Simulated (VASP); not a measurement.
# Mg12O (a cell with a defect) in VASP: a series of runs

Runs on Mg12O (a cell with a defect). Level: PBE. Tasks: single point, relaxation of the atoms.

Everything below comes from runs of VASP 6.6.1. Logs are shortened: lines on timing, memory, paths and dates and some standing lists are left out, and cuts for length are marked.

## Step 1: The structure

The cell holds a defect, 13 atoms: a = 6.420 Å, b = 9.630 Å, c = 5.213 Å, α = 90.00°, β = 90.00°, γ = 120.00°.

The cell was built by a generator and needn't be a form met in nature.

## Step 2: Single point, PBE

File INCAR:

```
SYSTEM = Mg12O
PREC = Accurate ; ENCUT = 520
EDIFF = 1E-6 ; ISMEAR = -1
SIGMA = 0.15 ; LREAL = .FALSE.
LASPH = .TRUE. ; NELM = 100
ALGO = Normal ; ISIF = 2
LWAVE = .FALSE. ; LCHARG = .FALSE.
GGA = PE ; NBANDS = 27
```

File KPOINTS:

```
regular mesh
0
G
  3 2 3
  0 0 0
```

File POSCAR:

```
Mg12O
1.0
    6.4200000000      0.0000000000      0.0000000000
   -4.8150000000      8.3398250000      0.0000000000
    0.0000000000      0.0000000000      5.2130400000
Mg O
12 1
Direct
    0.0066569853      0.0061700043      0.0089097700
    0.1695786151      0.2220391829      0.5061292601
   -0.0005211065      0.3288288095     -0.0005468489
    0.1729119588      0.5625515653      0.5025015596
    0.0081024438      0.6686329467     -0.0082360447
    0.1716643650      0.8860597774      0.5041819688
    0.4933463531     -0.0069540874     -0.0017781504
    0.6666712737      0.2258158858      0.5024972004
    0.4965999193      0.3332074688     -0.0061963818
    0.6586326458      0.5485433793      0.4898675207
    0.4947122962      0.6694009048     -0.0047446166
    0.6588331544      0.8869303872      0.5074131650
    0.3291465960      0.7746550755      0.7491608977
```

Potentials or basis: VASP PAW PBE potentials, release 64 (Mg, O).

Launch:

```console
> cat potpaw_PBE.64/Mg/POTCAR potpaw_PBE.64/O/POTCAR > POTCAR
> mpirun -np 1 vasp_std > vasp.out
```

OUTCAR:

```text
SYSTEM = Mg12O
   PREC = Accurate
   ENCUT = 520
   EDIFF = 1E-6
   ISMEAR = -1
   LREAL = .FALSE.
   LASPH = .TRUE.
   NELM = 100
   ISIF = 2
   GGA = PE

 ion  position               nearest neighbor table
   1  0.007  0.006  0.009-   3 3.13   9 3.15   2 3.16   2 3.18   7 3.19   6 3.22   7 3.23  12 3.24
                            12 3.25   5 3.26   6 3.26  11 3.27
   2  0.170  0.222  0.506-   9 3.13  10 3.14   1 3.16   3 3.16   8 3.17   1 3.18   3 3.22   9 3.23
                             6 3.24   8 3.25  12 3.25   4 3.27
   3  0.999  0.329  0.999-   1 3.13   2 3.16   9 3.17   8 3.18   8 3.21   2 3.22  11 3.23   7 3.24
                             4 3.24   5 3.25   9 3.25   4 3.27
   4  0.173  0.563  0.503-  13 2.19   6 3.12  12 3.12   5 3.12  11 3.13  10 3.19  11 3.19   5 3.21
                            10 3.24   3 3.24   8 3.25   3 3.27   2 3.27
   5  0.008  0.669  0.992-  13 2.19   7 3.12  11 3.12   6 3.12   4 3.12   4 3.21   6 3.23  10 3.24
                             3 3.25   1 3.26   9 3.26  10 3.26  11 3.30
   6  0.172  0.886  0.504-  13 2.21   4 3.12   5 3.12  12 3.12   7 3.14   7 3.19   1 3.22   8 3.23
                             5 3.23   2 3.24   1 3.26  10 3.27  12 3.30
   7  0.493  0.993  0.998-  13 2.24   5 3.12  11 3.12  12 3.13   6 3.14   6 3.19   1 3.19  12 3.21
                             8 3.23   1 3.23   3 3.24   9 3.27   8 3.27
   8  0.667  0.226  0.502-  10 3.13   9 3.15   2 3.17   3 3.18   3 3.21   6 3.23   9 3.23   7 3.23
                            12 3.24   4 3.25   2 3.25   7 3.27
   9  0.497  0.333  0.994-   2 3.13   1 3.15  10 3.15   8 3.15   3 3.17  10 3.18   8 3.23   2 3.23
                            11 3.24   3 3.25   5 3.26   7 3.27
  10  0.659  0.549  0.490-   8 3.13   2 3.14   9 3.15   9 3.18   4 3.19  11 3.21   4 3.24   5 3.24
                             5 3.26  12 3.26  11 3.26   6 3.27
  11  0.495  0.669  0.995-  13 2.21   5 3.12   7 3.12  12 3.12   4 3.13   4 3.19  10 3.21  12 3.23
                             3 3.23   9 3.24  10 3.26   1 3.27   5 3.30
  12  0.659  0.887  0.507-  13 2.22   4 3.12   6 3.12  11 3.12   7 3.13   7 3.21  11 3.23   8 3.24
                             1 3.24   1 3.25   2 3.25  10 3.26   6 3.30
  13  0.329  0.775  0.749-   4 2.19   5 2.19  11 2.21   6 2.21  12 2.22   7 2.24

  LATTYP: Found a simple monoclinic cell.
 ALAT       =     6.4200000000
 B/A-ratio  =     0.8120000000
 C/A-ratio  =     1.3228757108
 COS(beta)  =    -0.1889822286

  Lattice vectors:

 A1 = (   6.4200000000,   0.0000000000,   0.0000000000)
 A2 = (   0.0000000000,   0.0000000000,   5.2130400000)
 A3 = (  -1.6050000000,  -8.3398250000,   0.0000000000)

Analysis of symmetry for initial positions (statically):
=====================================================================
 Subroutine PRICEL returns:
 Original cell was already a primitive cell.

[... 165 lines left out ...]
   IMIX   =      4    mixing-type and parameters
     AMIX     =   0.40;   BMIX     =  1.00
     AMIX_MAG =   1.60;   BMIX_MAG =  1.00
  volume/ion in A,a.u.               =      21.47       144.89
  Fermi-wavevector in a.u.,A,eV,Ry     =   0.778373  1.470911  8.243280  0.605864
  Thomas-Fermi vector in A             =   1.881255
   LORBIT       =      0    0 simple, 1 ext, 2 COOP (PROOUT), +10 PAW based schemes
   GGA     = PE    functional components
   LHFCALC =     F    Hartree Fock is set to
   AEXX    =    0.0000 exact exchange contribution
   IVDW    =     0    specifies the selected vdW correction
   LEPSILON=     F    determine dielectric tensor
   LRPA    =     F    only Hartree local field effects (RPA)
 non-spin polarized calculation
  energy-cutoff  :      520.00
  volume of cell :      279.11
 maximum number of plane-waves:      7549
   NGX = 23   NGY = 35   NGZ = 19

 number of electron      30.0000001 magnetization

 Free energy of the ion-electron system (eV)
  ---------------------------------------------------
  ext. energy  EPLUGINS =         0.00000000
  ---------------------------------------------------
  free energy    TOTEN  =       -26.97518041 eV

  energy without entropy =      -26.54949560  energy(sigma->0) =      -26.76233800

 E-fermi :   2.8085     XC(G=0):  -8.5888

 val. band max:        2.7372316697   @ k =   0.3333   0.0000   0.0000
 cond. band min:       2.8142604403   @ k =   0.3333   0.5000   0.0000
 fundamental gap:      0.0770287706
 Fermi energy:         2.8085309263

 k-point     1 :       0.0000    0.0000    0.0000
  band No.  band energies     occupation
      1     -16.4206      2.00000
      2      -3.8177      2.00000
      3      -3.2128      2.00000
      4      -2.9731      2.00000
      5      -2.6763      2.00000
      6      -1.5722      2.00000
[... 289 lines left out ...]
     26       6.6663      0.00000
     27       6.8813      0.00000

------------------------ aborting loop because EDIFF is reached ----------------------------------------

  FORCE on cell =-STRESS in cart. coord.  units (eV):
  Direction    XX          YY          ZZ          XY          YZ          ZX
  --------------------------------------------------------------------------------------
  -------------------------------------------------------------------------------------
  Total       -2.7255148     -2.5046099      0.5450755     -0.0632736     -0.1114793     -0.1014303
  in kB      -15.6450196    -14.3769792      3.1288460     -0.3632036     -0.6399144     -0.5822311
  external PRESSURE =      -8.9643843 kB  Pullay stress =       0.0000000 kB

 VOLUME and BASIS-vectors are now :
 -----------------------------------------------------------------------------
  energy-cutoff  :      520.00
  volume of cell :      279.11
      direct lattice vectors                 reciprocal lattice vectors
     6.420000000  0.000000000  0.000000000     0.155763240  0.089929945  0.000000000
    -4.815000000  8.339825000  0.000000000     0.000000000  0.119906593  0.000000000
     0.000000000  0.000000000  5.213040000     0.000000000  0.000000000  0.191826650

 POSITION                                       TOTAL-FORCE (eV/Angst)
 -----------------------------------------------------------------------------------
      0.01303      0.05146      0.04645        -0.000214     -0.003232     -0.006915
      0.01958      1.85177      2.63847        -0.000764     -0.005029      0.006971
      4.83334      2.74237      5.21019         0.000353      0.006484     -0.005965
     -1.59859      4.69158      2.61956         0.000344     -0.026855      0.013483
     -3.16745      5.57628      5.17011        -0.015373     -0.019355     -0.010869
     -3.16429      7.38958      2.62832        -0.006679      0.005615      0.021708
     -1.61423      8.28183      5.20377        -0.003224     -0.011314     -0.042104
      3.19273      1.88326      2.61954        -0.001378     -0.002018      0.004100
      1.58378      2.77889      5.18074         0.001279      0.003091     -0.007139
      1.58719      4.57476      2.55370         0.002268      0.006367      0.008205
     -0.04711      5.58269      5.18831         0.006649     -0.014406     -0.020848
     -0.04086      7.39684      2.64517        -0.010541     -0.000274      0.031002
     -1.61684      6.46049      3.90541         0.027280      0.060926      0.008371
 -----------------------------------------------------------------------------------
    total drift:                               -0.000018     -0.000015      0.000089

  FREE ENERGIE OF THE ION-ELECTRON SYSTEM (eV)
  ---------------------------------------------------
  free  energy   TOTEN  =       -26.9751804075 eV

  energy  without entropy=      -26.5494956002  energy(sigma->0) =      -26.76233800
```

OSZICAR:

```text
N       E                     dE             d eps       ncg     rms          rms(c)
DAV:   1     0.696529765664E+02    0.69653E+02   -0.92930E+03   540   0.820E+02
DAV:   2    -0.155718670700E+02   -0.85225E+02   -0.78578E+02   709   0.122E+02
DAV:   3    -0.291956853437E+02   -0.13624E+02   -0.13430E+02   698   0.442E+01
DAV:   4    -0.294046684239E+02   -0.20898E+00   -0.20873E+00   648   0.608E+00
DAV:   5    -0.294062465569E+02   -0.15781E-02   -0.15780E-02   679   0.588E-01    0.882E+00
DAV:   6    -0.271574498337E+02    0.22488E+01   -0.14581E+01   641   0.169E+01    0.436E+00
DAV:   7    -0.270196727444E+02    0.13778E+00   -0.11374E+00   564   0.658E+00    0.212E+00
DAV:   8    -0.270040917172E+02    0.15581E-01   -0.60338E-01   618   0.406E+00    0.118E+00
DAV:   9    -0.269736051886E+02    0.30487E-01   -0.11772E-01   893   0.215E+00    0.149E-01
DAV:  10    -0.269752556102E+02   -0.16504E-02   -0.21017E-02   573   0.754E-01    0.897E-02
DAV:  11    -0.269751753757E+02    0.80235E-04   -0.11189E-03   664   0.157E-01    0.183E-02
DAV:  12    -0.269751792486E+02   -0.38729E-05   -0.48389E-05   618   0.359E-02    0.891E-03
DAV:  13    -0.269751809485E+02   -0.16999E-05   -0.23404E-05   736   0.252E-02    0.826E-03
DAV:  14    -0.269751804075E+02    0.54097E-06   -0.74508E-06   434   0.185E-02
   1 F= -.26975180E+02 E0= -.26762338E+02  d E =-.425685E+00
```

stdout:

```text
POSCAR found type information on POSCAR MgO
 POSCAR found :  2 types and      13 ions
 scaLAPACK will be used
 LDA part: xc-table for (Slater+PW92), standard interpolation
 -----------------------------------------------------------------------------
|                                                                             |
|           W    W    AA    RRRRR   N    N  II  N    N   GGGG   !!!           |
|           W    W   A  A   R    R  NN   N  II  NN   N  G    G  !!!           |
|           W    W  A    A  R    R  N N  N  II  N N  N  G       !!!           |
|           W WW W  AAAAAA  RRRRR   N  N N  II  N  N N  G  GGG   !            |
|           WW  WW  A    A  R   R   N   NN  II  N   NN  G    G                |
|           W    W  A    A  R    R  N    N  II  N    N   GGGG   !!!           |
|                                                                             |
|     Your reciprocal lattice and k-lattice belong to different lattice       |
|     classes:                                                                |
|                                                                             |
|        The reciprocal lattice is simple monoclinic,                         |
|        whereas your k-lattice is hexagonal.                                 |
|                                                                             |
|     Results are often still useful ...                                      |
|                                                                             |
 -----------------------------------------------------------------------------

 POSCAR, INCAR and KPOINTS ok, starting setup
 FFT: planning ... GRIDC
 FFT: planning ... GRID_SOFT
 FFT: planning ... GRID
 WAVECAR not read
 entering main loop
```

Wall time 45 s (1 thread of Intel Xeon 6975P-C (Granite Rapids), shared host); peak memory 0.36 GiB.

Results:

- Free energy: -26.9752 eV
- Pressure: -0.9 GPa
- Largest force: 0.067 eV/Å
- Band gap on the k mesh: none (metal or under the smearing width)

Forces in eV/Å, atoms in the order of the input:
```
Mg   0.000 -0.003 -0.007
Mg  -0.001 -0.005  0.007
Mg   0.000  0.006 -0.006
Mg   0.000 -0.027  0.013
Mg  -0.015 -0.019 -0.011
Mg  -0.007  0.006  0.022
Mg  -0.003 -0.011 -0.042
Mg  -0.001 -0.002  0.004
Mg   0.001  0.003 -0.007
Mg   0.002  0.006  0.008
Mg   0.007 -0.014 -0.021
Mg  -0.011  0.000  0.031
O    0.027  0.061  0.008
```

Caveat: the k mesh is coarse (spacing up to 0.40 Å⁻¹), so the values aren't converged.

[end of part 1 of 2]
